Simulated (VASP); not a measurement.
Write the native input for VASP 6.6.1 that does the following.

| Quantity | Value |
| --- | --- |
| Task | relaxation of cell and atoms |
| Functional | PBEsol |
| Potentials or basis | VASP PAW PBE potentials, release 64 (Co, Si) |
| Cutoff | 600 eV |
| k mesh | 8 × 8 × 8 |
| Occupations | methfessel-paxton, width 0.1 eV |
| Spin | no spin polarisation |
| Further INCAR settings | ALGO = Normal; EDIFF = 1e-07; IBRION = 2; EDIFFG = -0.005; NSW = 90; ISIF = 3 |

The structure of CoSi lies in POSCAR:

```
CoSi                                    
1.0
    4.3865828316     -0.0000000000      0.0000000000
    0.0000000000      4.3865828316     -0.0000000000
   -0.0000000000      0.0000000000      4.3865828316
  Co              Si            
     4     4
Direct
     0.1457490868802596    0.1457490868802596    0.1457490868802596
     0.3542509131197404    0.8542509131197406    0.6457490868802594
     0.6457490868802594    0.3542509131197404    0.8542509131197406
     0.8542509131197406    0.6457490868802594    0.3542509131197404
     0.8433334719475574    0.8433334719475574    0.8433334719475574
     0.6566665280524426    0.1566665280524427    0.3433334719475573
     0.3433334719475573    0.6566665280524426    0.1566665280524427
     0.1566665280524427    0.3433334719475573    0.6566665280524426
```

These files were run (other wordings do the same):

INCAR

```
ALGO = Normal ; EDIFF = 1E-7
EDIFFG = -0.005 ; ENCUT = 600
GGA = PS ; IBRION = 2
ISIF = 3 ; ISMEAR = 1
KPAR = 4 ; LASPH = True
LCHARG = False ; LREAL = False
LWAVE = False ; NELM = 80
NSW = 90 ; PREC = Accurate
SIGMA = 0.1
```

KPOINTS

```
k-points
0
Gamma
  8 8 8
```

Potentials or basis: VASP PAW PBE potentials, release 64 (Co, Si).

Launch:

```console
$ cat potpaw_PBE.64/Co/POTCAR potpaw_PBE.64/Si/POTCAR > POTCAR
$ mpirun -np 4 vasp_std > vasp.out
```

It gave:

| Item | Value |
| --- | --- |
| Pressure after relaxing | 0.0 GPa |
| Band gap on the k mesh | none (metal or under the smearing width) |

Caveat: the relaxation stopped at its first step, so nothing moved; the PAW data sets were made with another functional, which shifts forces and pressure a little.

Wall time 48 s on 4 MPI ranks on Intel(R) Xeon(R) Platinum 8259CL CPU @ 2.50GHz (Skylake/Cascade Lake), with other jobs on the host, peak memory 0.28 GiB a rank.
